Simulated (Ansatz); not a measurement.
A relaxed cell of Al is given with its symmetry left out. The cell was found from a structure generator's guess, not taken from experiment.

Computed with Ansatz 0.2.0, DFT PBE, scalar-relativistic, plane waves, PAW. Cutoff 420 eV, Γ-centred mesh, Gaussian smearing, no spin polarisation.

```
Al
1.0
    -3.61764    3.61764    3.61764
     3.61764   -3.61764    3.61764
     3.61764    3.61764   -3.61764
Al
8
Direct
  0.25000 0.25000 0.25000
  0.50000 0.00000 0.25000
  0.00000 0.25000 0.50000
  0.25000 0.50000 0.00000
  0.75000 0.75000 0.75000
  0.50000 0.00000 0.75000
  0.00000 0.75000 0.50000
  0.75000 0.50000 0.00000
```

Energies count from the standard state of Al at the same level.

Question: What space group does it have?

Answer: Ia-3d (No. 230). Conventional cell: a = 7.235 Å. Al has 3 Al at 2.56 Å and 2 Al at 3.13 Å.

Question: How far does it lie from the standard state of Al?

Answer: +0.61 eV/atom. It lies above the standard state, so it could only be metastable.

Question: Is it a metal?

Answer: Yes, bands cross the Fermi level on the 8×8×8 mesh.

Question: From what recipe could a structure generator have reached it?

Answer: One such recipe: 5-connected net of one element (Ia-3d, No. 230). Other recipes can lead to the same cell.

The last run used an 8×8×8 mesh for its 8-atom cell and Gaussian smearing of 0.10 eV. A structure relaxed within its symmetry needn't be a true minimum.
